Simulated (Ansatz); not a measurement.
## Property card for InGa₂N₃

All numbers below come from Ansatz 0.2.0, DFT r2SCAN, scalar-relativistic, plane waves, PAW.

Plane waves to 500 eV, a k mesh through Γ of 6×6×6 on the computed 12-atom cell and Gaussian smearing (0.02 eV); no spin polarisation.

The structure is relaxed at this level of theory with its symmetry kept. Whether it is the stable form of this composition wasn't checked.

```cif
data_structure
_symmetry_space_group_name_H-M 'Cmc2_1'
_symmetry_Int_Tables_number 36
_cell_length_a 9.9194
_cell_length_b 5.7203
_cell_length_c 5.3353
_cell_angle_alpha 90.000
_cell_angle_beta 90.000
_cell_angle_gamma 90.000
_cell_volume 302.74
loop_
_atom_site_label
_atom_site_type_symbol
_atom_site_symmetry_multiplicity
_atom_site_Wyckoff_symbol
_atom_site_fract_x
_atom_site_fract_y
_atom_site_fract_z
_atom_site_occupancy
In1 In 4 a 0.00000 0.67507 0.48933 1
Ga1 Ga 8 b 0.67054 0.66343 0.49252 1
N1 N 8 b 0.68036 0.65328 0.85891 1
N2 N 4 a 0.00000 0.69263 0.89581 1
```

```json
{
  "Space group": "Cmc2_1 (No. 36)",
  "Volume per atom": "12.61 Å³",
  "Formation energy from the elements' standard states (uncorrected)": "-0.457 eV/atom",
  "Generalised Kohn–Sham band gap": "1.39 eV, direct at Γ",
  "Löwdin character of the top 1 eV of the valence band": "N 2p 87 %",
  "Löwdin character of the lowest 1 eV of the conduction band": "N 2s 31 %, N 2p 22 %, In 5s 19 %, Ga 4s 15 %",
  "Electron masses at the edge by Cartesian direction of the standard setting (m_e; degenerate bands sorted by energy; no spin-orbit coupling)": "x: 0.13; y: 0.13; z: 0.13",
  "Hole masses at the edge by Cartesian direction of the standard setting (m_e; degenerate bands sorted by energy; no spin-orbit coupling)": "x: 1.9, 0.14; y: 0.59, 0.17; z: 2.2, 2.0"
}
```

Cost: 3 runs of about 23 core-minutes in all, on Intel Xeon Processor @ 2.50GHz (Skylake/Cascade Lake) (shared hosts).